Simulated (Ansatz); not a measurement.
MnO under changes of volume

One of the cells (14.337 Å³/atom); the others are scaled copies at fixed shape and fractional positions:

```
Mn O
1.0
     2.97129   -1.71698    0.00000
     2.97129    1.71698    0.00000
    -1.98463    0.00000    2.81031
Mn O
1 1
Direct
  0.50020 0.50020 0.50067
  0.74980 0.74980 0.24934
```

The cell comes from a database or a generator and needn't be the stable form of this composition.

- Program: Ansatz 0.2.0
- Functional: PBE
- Potentials or basis: Ansatz PAW
- Cutoff: 420 eV (not typed: the program's choice for these potentials)
- k mesh: 9 × 9 × 9
- Occupations: fermi-dirac, width 0.05 eV
- Spin: collinear spin, ferromagnetic start
- Starting moments: [4.0, 0.0] μB

| volume (Å³/atom) | energy over the lowest point (meV/atom) | pressure (GPa) | largest force (eV/Å) |
| --- | --- | --- | --- |
| 13.477 | 3.41 | 3.0 | 0.004 |
| 13.764 | 0.00 | 0.5 | 0.003 |
| 14.050 | 1.03 | -1.8 | 0.002 |
| 14.337 | ? | ? | ? |
| 14.624 | 14.76 | -5.8 | 0.002 |
| 14.911 | 26.54 | -7.4 | 0.002 |
| 15.197 | 41.17 | -8.9 | 0.003 |

Task: What does the run at 14.337 Å³/atom give?

Result: Energy over the lowest point 6.10 meV/atom; pressure -3.9 GPa; largest force 0.001 eV/Å.

Worked out: A Birch-Murnaghan fit of order 3 (a polynomial in V^(-2/3)) to the other rows has its minimum at 13.84 Å³/atom with B0 = V·E''(V) = 117 GPa and B' = 4.5 at fixed shape and positions, which overstates the stiffness. It gives 6.11 meV/atom at 14.337 Å³/atom, against the run's 6.10, and -dE/dV = -3.9 GPa, against -3.9.

Energies are extrapolated to zero smearing.

Caveats: a cell with one magnetic atom can't hold antiferromagnetic order, which such compounds often take.
